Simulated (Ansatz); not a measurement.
**Sb: response to strain**

Sb is deformed so: equal xx and yy strain of -2 %. What stress and forces result, by LAPW, PAW and all-electron datasets made for the crystal?

Computed with Ansatz 0.2.0 (DFT PBE, scalar-relativistic, unless a step's input says otherwise).

## Step 1: Starting point

The structure is tetragonal, space group I4/mmm (No. 139). Conventional cell: a = 3.010 Å, b = 3.010 Å, c = 4.960 Å, α = 90.00°, β = 90.00°, γ = 90.00°. Sb (site symmetry 4/mmm) is surrounded by 12 Sb at 3.01 to 3.27 Å.

Structure file:

```
Sb
1.0
    -1.50500    1.50500    2.48000
     1.50500   -1.50500    2.48000
     1.50500    1.50500   -2.48000
Sb
1
Cartesian
  0.0000 0.0000 0.0000
```

## Step 2: The deformed structure

Space group I4/mmm before, I4/mmm after.

## Step 3: All-electron LAPW

Contents of input.yaml:

```yaml
crystal:
  lattice:
    - [-1.4749, 1.4749, 2.48]
    - [1.4749, -1.4749, 2.48]
    - [1.4749, 1.4749, -2.48]
  atoms:
    - { symbol: Sb, position: [0.0, 0.0, 0.0] }
kpoints:
  mp_grid: { grid: [19, 19, 19] }
  band_path:
    path:
      - [0.0, 0.0, 0.0]
      - [0.0, 0.0, 0.5]
      - [0.25, 0.25, 0.25]
      - [0.0, 0.5, 0.0]
      - [0.0, 0.0, 0.0]
      - [0.5, 0.5, -0.5]
      - [0.3384222981, 0.6615777019, -0.3384222981]
      - [-0.3384222981, 0.3384222981, 0.3384222981]
      - [0.0, 0.0, 0.0]
    npoints: 5
scf:
  occupations: { method: fermi_dirac, width: 0.05 }
hamiltonian:
  xc: pbe
  pseudopotentials: { kind: all_electron, lapw: { basis_error: 0.00025 } }
output:
  forces: true
  stress: true
  eigenvalues: true
```

Command:

```console
$ ansatz run input.yaml --threads 1 --pin off --max-ram 3072MiB --backend cpu --events-out ev --progress --plain --runs-dir out
```

## Step 4: Frozen-core PAW

Contents of input.yaml:

```yaml
crystal:
  lattice:
    - [-1.4749, 1.4749, 2.48]
    - [1.4749, -1.4749, 2.48]
    - [1.4749, 1.4749, -2.48]
  atoms:
    - { symbol: Sb, position: [0.0, 0.0, 0.0] }
kpoints:
  mp_grid: { grid: [19, 19, 19] }
scf:
  occupations: { method: fermi_dirac, width: 0.05 }
hamiltonian:
  xc: pbe
  pseudopotentials: { kind: paw }
output:
  forces: true
  stress: true
  eigenvalues: true
  efg: { contact_densities: true }
```

## Step 5: All-electron PAW on datasets made for the crystal

input.yaml: that of step 4 with these lines changed.

```diff
@@ -13,3 +13,3 @@
   xc: pbe
-  pseudopotentials: { kind: paw }
+  pseudopotentials: { kind: all_electron, datasets: crystal }
 output:
```

(Steps that only read results are left out.)

Before running it: what results should come out? Wanted: pressure; largest shear or deviatoric stress.

As calculated:

```
                                 quantity                                              value
                                 pressure  LAPW 25.55, PAW 25.55, crystal datasets 25.55 GPa
largest shear or deviatoric stress (LAPW)                                           2.58 GPa
```

**Reading.** The largest part of the stress beyond the pressure is 2.58 GPa in size, in the zz component. No run of the undeformed cell stands beside it, so the pressure holds what the given cell had before the change. PAW: stress within 0.01 GPa of LAPW. Crystal datasets: stress within 0.01 GPa of LAPW. Spin-orbit coupling is left out, though the cell holds Sb; in elements this heavy it can shift bands and gaps by tenths of an eV.
